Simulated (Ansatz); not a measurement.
# How MnS answers to pressure

```cif
data_structure
_symmetry_space_group_name_H-M 'F-43m'
_symmetry_Int_Tables_number 216
_cell_length_a 5.6000
_cell_length_b 5.6000
_cell_length_c 5.6000
_cell_angle_alpha 90.000
_cell_angle_beta 90.000
_cell_angle_gamma 90.000
_cell_volume 175.62
loop_
_atom_site_label
_atom_site_type_symbol
_atom_site_symmetry_multiplicity
_atom_site_Wyckoff_symbol
_atom_site_fract_x
_atom_site_fract_y
_atom_site_fract_z
_atom_site_occupancy
Mn1 Mn 4 a 0.00000 0.00000 0.00000 1
S1 S 4 c 0.25000 0.25000 0.25000 1
```

The runs use the primitive cell with vectors (0.000, 2.800, 2.800), (2.800, 0.000, 2.800), (2.800, 2.800, 0.000) Å, to which the k mesh refers.

The cell is COD entry 9008854, as deposited and not checked against the literature; nothing was relaxed.

Other magnetic orders may lie lower; this is the state that the run reached.

Method: DFT, PBE, all-electron LAPW, scalar-relativistic in Ansatz 0.2.0.

Numerical set-up: a Γ-centred 10×10×10 k mesh, Fermi–Dirac smearing of 0.05 eV, basis error target 0.5 meV/atom, spin-polarised from start moments Mn1 4 μB.

The cell is scaled evenly with fractional coordinates held.

```tsv
V/V(cell)	P (GPa)	cell moment (μB)
0.9500	3.15	4.755
0.9750	2.21	4.855
1.0000	1.06	4.920
1.0250	-0.19	4.956
```

From the rows at 0.9750 and 1.0250, what is the bulk modulus at the cell's volume?

B = −ΔP/Δln V = −[(-0.19) − (2.21)]/0.05001 = 48.0 GPa.

In a magnetic metal the moment, and with it the modulus, depend on the k mesh by some per cent, and the slopes vary along the table.

How does the moment scale with volume?

dln M/dln V = ln(4.956/4.855)/0.05001 = 0.4: expansion raises it.

Predict the row at V/V(cell) = 1.0500. How far is a linear estimate of P off?

P = -1.37 GPa, moment 4.982 μB. The linear estimate P(cell) − B ln(V/V(cell)) = -1.28 GPa misses by -0.09 GPa.
